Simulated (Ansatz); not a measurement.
**Manganese, simple cubic under RPBE: ground state and equation of state**

What does RPBE give for manganese in the simple cubic structure? We relax it, solve it on a dense k-mesh, then scale the cell to 7 volumes from 88 to 112 % of the relaxed one and try a fit of the equation of state. The start is antiferromagnetic (G-type). The k-meshes are 12×12×12 for the relaxation; 18×18×18 for the dense run; 13×13×13 for the volumes.

Program: Ansatz 0.2.0. Level of theory: DFT RPBE, plane waves (420 eV) with PAW, scalar-relativistic; PBE-made PAW files. These are calculated values, not measurements.

## Step 1: The system as given

It takes space group Pm-3m (No. 221, cubic). The conventional cell has a = 2.332 Å, b = 2.332 Å, c = 2.332 Å, α = 90.00°, β = 90.00°, γ = 90.00°. Mn (site symmetry m-3m) has 6 Mn at 2.33 Å as nearest neighbours.

Structure file:

```
Mn
1.0
     0.00000    2.33246    2.33246
     2.33246    0.00000    2.33246
     2.33246    2.33246    0.00000
Mn
2
Direct
  0.00000 0.00000 0.00000
  0.50000 0.50000 0.50000
```

Starting moments (μB): +3, -3.

## Step 2: Relaxing cell and atoms

Contents of input.yaml:

```yaml
crystal:
  lattice:
    - [0.0, 2.3324620846, 2.3324620846]
    - [2.3324620846, 0.0, 2.3324620846]
    - [2.3324620846, 2.3324620846, 0.0]
  atoms:
    - { symbol: Mn, position: [0.0, 0.0, 0.0], spin: 3.0 }
    - { symbol: Mn, position: [0.5, 0.5, 0.5], spin: -3.0 }
hamiltonian:
  xc: rpbe
  pseudopotentials:
    kind: paw
    azcp:
      Mn: "pseudopotentials/Mn.paw.azcp"
basis:
  ecutwfc: 420
  fft_grid_basis: typed
kpoints:
  mp_grid: { grid: [12, 12, 12], shift: [0, 0, 0] }
magnetization:
  spin_polarized: true
scf:
  occupations: { method: fermi_dirac, width: 0.05 }
relax:
  max_steps: 60
  f_tol: 0.01
  cell: {}
```

Further steps of the session: Dense single point; The cell scaled to 88 % of its volume; The cell scaled to 92 % of its volume; The cell scaled to 96 % of its volume; The cell scaled to 100 % of its volume; The cell scaled to 104 % of its volume; The cell scaled to 108 % of its volume; The cell scaled to 112 % of its volume.

Q: Predict the outcome of this session. Wanted: space group; conventional cell; volume; shortest distance; gap on the mesh; magnetic state; relative to alpha-Mn; V₀, B₀, B₀′.

The runs gave:

| quantity | value |
| --- | --- |
| space group (spins left aside) | Pm-3m (No. 221) |
| conventional cell | a = 2.430 Å |
| volume | 14.354 Å³/atom |
| shortest distance | 2.430 Å |
| gap on the mesh | none (levels filled in part) |
| magnetic state | antiferromagnetic, up to 2.59 μB per atom |
| relative to alpha-Mn (A12), ferrimagnetic | +636 meV/atom |
| V₀, B₀, B₀′ | 14.335 Å³/atom, 67 GPa, 7.3 |

What this shows: From the guessed start the volume grew by 13.1 % in 8 steps. Against the reference form of manganese (alpha-Mn (A12), ferrimagnetic, computed apart with the same settings) it stands 636 meV/atom higher. It ends antiferromagnetic, with up to 2.59 μB per atom. Levels at the Fermi energy are filled in part, as in a metal. The moment runs from 2.10 to 3.04 μB across the volumes, and this change enters B₀ and B₀′. The fitted modulus is 67 GPa. Relaxation kept the symmetry; phonons were not checked.
